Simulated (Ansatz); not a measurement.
# Mo2W3: the cost of one run

Method: DFT PBE, scalar-relativistic, plane waves, PAW, in Ansatz 0.2.0.

## 1. Starting point

The structure is tetragonal, space group I4/mmm (No. 139). Conventional cell: a = 2.919 Å, b = 2.919 Å, c = 20.643 Å, α = 90.00°, β = 90.00°, γ = 90.00°. Around Mo (site symmetry 4mm) lie 8 Mo at 2.92 Å and 4 W at 2.92 Å. W (site symmetry 4mm) is surrounded by 8 W at 2.92 Å and 4 Mo at 2.92 Å. W (site symmetry 4/mmm) is surrounded by 12 W at 2.92 Å.

Structure file:

```cif
data_structure
_symmetry_space_group_name_H-M 'I4/mmm'
_symmetry_Int_Tables_number 139
_cell_length_a 2.9193
_cell_length_b 2.9193
_cell_length_c 20.6429
_cell_angle_alpha 90.000
_cell_angle_beta 90.000
_cell_angle_gamma 90.000
_cell_volume 175.93
loop_
_atom_site_label
_atom_site_type_symbol
_atom_site_symmetry_multiplicity
_atom_site_Wyckoff_symbol
_atom_site_fract_x
_atom_site_fract_y
_atom_site_fract_z
_atom_site_occupancy
Mo1 Mo 4 e 0.50000 0.50000 0.20000 1
W1 W 4 e 0.50000 0.50000 0.40000 1
W2 W 2 b 0.50000 0.50000 0.00000 1
```

The start is an ordering of an alloy on its end members' structure types: elements ordered on the sites of the Hf type, Mo/W on Hf (I4/mmm, No. 139).

## 2. Probe: one point on a coarse mesh

Contents of input.yaml:

```yaml
crystal:
  lattice:
    - [-1.45967206, 1.45967206, 10.32144012]
    - [1.45967206, -1.45967206, 10.32144012]
    - [1.45967206, 1.45967206, -10.32144012]
  atoms:
    - { symbol: Mo, position: [0.7, 0.7, 0.0] }
    - { symbol: Mo, position: [0.3, 0.3, 0.0] }
    - { symbol: W, position: [0.9, 0.9, 0.0] }
    - { symbol: W, position: [0.5, 0.5, 0.0] }
    - { symbol: W, position: [0.1, 0.1, 0.0] }
basis:
  ecutwfc: 420
kpoints:
  mp_grid: { grid: [8, 8, 8] }
hamiltonian:
  xc: pbe
scf:
  occupations: { method: gaussian, width: 0.1 }
  lower_state_search: "off"
output:
  forces: true
  stress: true
  eigenvalues: true
```

Command:

```sh
ansatz run input.yaml --threads 4 --pin off --max-ram 8192MiB --backend cpu --events-out ev --progress --plain --runs-dir out
```

What time and memory should one allow on 4 threads of Arm Neoverse V2, shared host?

About 2.4 s, with a peak of 0.48 GiB.
